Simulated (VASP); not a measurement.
**KBr (strained rocksalt), PBE single-point calculation: Ansatz's output and VASP's**

```
K Br
1.0
     0.00000    3.30225    3.30225
     3.20318    0.00000    3.30225
     3.20318    3.30225    0.00000
K Br
1 1
Direct
  0.00000 0.00000 0.00000
  0.50000 0.50000 0.50000
```

Ansatz printed

```
SCF 1 converged in 6 iterations: F = -4324.479078 eV  dr2 = 1.14e-8
  greatest PAW one-centre occupation: 0.987 electrons in one spin orbital (limit 2), on the K atom at site 0 (counted from 0), in its partial waves of l = 0
NSCF: frozen V_eff on 6 k-points
SCF converged after 6 iterations
Free energy (F): -4324.479078 eV
Harris-Foulkes:  -4324.479078 eV  (|F-HF|=8.71e-9)
Internal energy: -4324.479078 eV  (E = F + TS)
E sigma→0 (E₀):  -4324.479078 eV
Fermi energy:    3.533970 eV
--- Per-component energies (eV) ---
  E_band       = -130.123384
  E_kinetic    = 388.856067
  E_local      = -827.789202  (includes V_loc(G=0)·N_el)
  E_nonlocal   = 82.931831
  E_hartree    = 268.062562
  E_xc         = -400.784200
  E_vxc        = -269.858881  (∫ρ·V_xc dr)
  E_paw        = -3028.403746  (= ΣΔE_a)
  E_vpaw       = -40.386699  (= ΣTr[D̂ρ^β])
  E_aug_tail   = -0.000004  (compensation charges beyond the density's cutoff)
  E_ewald      = -807.352388
  E_smearing   = -0.000000  (= −TS)
  E_closure    = -0.000000  (closes the sum)
  Σ components = -4324.479078   (vs F -4324.479078, Δ=0.00e0)
--- Forces (eV/Å), atoms counted from 1 ---
  atom   1  K      0.00000000     0.00000000     0.00000000
  atom   2  Br     0.00000000    -0.00000000    -0.00000000
  max |Σ_I F_I| component: 1.97e-30 eV/Å
--- Stress (GPa, compression-positive) ---
        2.092497       0.000000       0.000000
        0.000000       0.868199       0.000000
        0.000000       0.000000       0.868199
  P = ⅓ Tr σ = 1.2763 GPa (12.763 kbar)
--- Band table (eV; the first three rows and the last of 30) ---
  k-point 0: bands = ["-26.4489", "-11.0632", "-9.9316", "-9.9287", "-9.9287", "1.2593", "1.2593", "1.2788", "5.7762", "8.8132", "8.8132", "9.0041"]
  k-point 1: bands = ["-26.4472", "-11.1177", "-9.9311", "-9.9310", "-9.8558", "0.8817", "1.1645", "1.1752", "6.4485", "8.7376", "9.1523", "9.2705"]
  k-point 2: bands = ["-26.4439", "-11.2112", "-9.9358", "-9.9324", "-9.7219", "0.2807", "0.9873", "0.9939", "7.5459", "9.0509", "10.0507", "10.1394"]
  k-point 29: bands = ["-26.4406", "-11.0625", "-10.0128", "-9.9794", "-9.8327", "0.5208", "0.7355", "0.8060", "7.9093", "9.2747", "9.7061", "10.5600"]
```

Datasets and cutoffs are each program's own. VASP's cell holds 16 valence electrons and Ansatz's 16. Ansatz's stress includes a Pulay correction; VASP's doesn't.

**Question.** What does VASP give for the same cell and level of theory?

**Answer.** gap between bands v and c 4.50 eV; least direct gap 4.50 eV; pressure 1.3 GPa.

From OUTCAR

```
k-points           NKPTS =     30   k-points in BZ     NKDIM =     30   number of bands    NBANDS=     15

   NELECT =      16.0000    total number of electrons

   dimension x,y,z NGX =    36 NGY =   36 NGZ =   36
   dimension x,y,z NGXF=    72 NGYF=   72 NGZF=   72

  energy-cutoff  :      520.00
  volume of cell :       69.86
      direct lattice vectors                 reciprocal lattice vectors
     0.000000000  3.302247815  3.302247815    -0.156094862  0.151412016  0.151412016
     3.203180380  0.000000000  3.302247815     0.156094862 -0.151412016  0.151412016
     3.203180380  3.302247815  0.000000000     0.156094862  0.151412016 -0.151412016

 k-points in reciprocal lattice and weights: KPOINTS created by Atomic Simulation Env
   0.00000000  0.00000000  0.00000000       0.005
   0.16666667 -0.00000000 -0.00000000       0.037
   0.33333333 -0.00000000 -0.00000000       0.037
   0.50000000 -0.00000000 -0.00000000       0.019
   0.16666667  0.16666667  0.00000000       0.019
   0.33333333  0.16666667 -0.00000000       0.074
   0.50000000  0.16666667 -0.00000000       0.074
  -0.33333333  0.16666667 -0.00000000       0.074
   ...

 E-fermi :  -1.1042

 k-point     1 :       0.0000    0.0000    0.0000
  band No.  band energies     occupation
      1     -29.3447      2.00000
      2     -13.9543      2.00000
      3     -12.8268      2.00000
      4     -12.8242      2.00000
      5     -12.8242      2.00000
      6      -1.6313      2.00000
      7      -1.6313      2.00000
      8      -1.6117      2.00000
      9       2.8838      0.00000
     10       5.9219      0.00000
     11       5.9219      0.00000
     12       6.1133      0.00000
     13       6.7533      0.00000
     14       6.9025      0.00000
     15      10.0550      0.00000

 k-point     2 :       0.1667   -0.0000   -0.0000
  band No.  band energies     occupation
      1     -29.3430      2.00000
      2     -14.0090      2.00000
      3     -12.8266      2.00000
      4     -12.8264      2.00000
      5     -12.7510      2.00000
      6      -2.0092      2.00000
      7      -1.7260      2.00000
      8      -1.7152      2.00000
      9       3.5563      0.00000
     10       5.8471      0.00000
     11       6.2627      0.00000
     12       6.3812      0.00000
     13       7.1223      0.00000
     14       7.2883      0.00000
     15      10.9673      0.00000

 k-point     3 :       0.3333   -0.0000   -0.0000
  band No.  band energies     occupation
      1     -29.3397      2.00000
      2     -14.1027      2.00000
      3     -12.8314      2.00000
      4     -12.8278      2.00000
      5     -12.6167      2.00000
      6      -2.6106      2.00000
      7      -1.9029      2.00000
      8      -1.8961      2.00000
      9       4.6551      0.00000
     10       6.1608      0.00000
     11       7.1673      0.00000
     12       7.2571      0.00000
     13       8.0530      0.00000
     14       8.2559      0.00000
     15      10.0033      0.00000

 k-point     4 :       0.5000   -0.0000   -0.0000
  band No.  band energies     occupation
      1     -29.3381      2.00000
      2     -14.1441      2.00000
      3     -12.8338      2.00000
      4     -12.8285      2.00000
      5     -12.5546      2.00000
      6      -2.8626      2.00000
      7      -1.9858      2.00000
      8      -1.9811      2.00000
      9       5.0245      0.00000
     10       6.7111      0.00000
     11       8.2137      0.00000
     12       8.2223      0.00000
     13       8.4117      0.00000
     14       8.6829      0.00000
     15       9.4230      0.00000

 k-point     5 :       0.1667    0.1667    0.0000
  band No.  band energies     occupation
      1     -29.3426      2.00000
      2     -13.9930      2.00000
      3     -12.8374      2.00000
      4     -12.8327      2.00000
      5     -12.7581      2.00000
      6      -2.0955      2.00000
      7      -1.7127      2.00000
      8      -1.7017      2.00000
      9       3.7035      0.00000
     10       5.3174      0.00000
     11       6.6158      0.00000
     12       6.7872      0.00000
     13       7.0563      0.00000
     14       7.4681      0.00000
     15      11.2263      0.00000

 k-point     6 :       0.3333    0.1667   -0.0000
  band No.  band energies     occupation
      1     -29.3399      2.00000
      2     -14.0332      2.00000
      3     -12.8413      2.00000
      4     -12.8392      2.00000
      5     -12.6997      2.00000
      6      -2.4492      2.00000
      7      -1.8920      2.00000
      8      -1.8336      2.00000
      9       4.6500      0.00000
     10       5.2709      0.00000
     11       7.3565      0.00000
     12       7.4863      0.00000
     13       7.7054      0.00000
     14       8.0625      0.00000
     15       9.9043      0.00000

 ...

  Total        0.9376515      0.3949356      0.3949356      0.0000000      0.0000000      0.0000000
  in kB       21.5041029      9.0574545      9.0574545      0.0000000      0.0000000      0.0000000
  external PRESSURE =      13.2063373 kB  Pullay stress =       0.0000000 kB

 POSITION                                       TOTAL-FORCE (eV/Angst)
 -----------------------------------------------------------------------------------
      0.00000      0.00000      0.00000        -0.000000      0.000000     -0.000000
      3.20318      3.30225      3.30225         0.000000      0.000000      0.000000
 -----------------------------------------------------------------------------------
    total drift:                                0.000000      0.000000      0.000000

  FREE ENERGIE OF THE ION-ELECTRON SYSTEM (eV)
  ---------------------------------------------------
  free  energy   TOTEN  =        -6.1968476100 eV

  energy  without entropy=       -6.1968476100  energy(sigma->0) =       -6.19684761
```
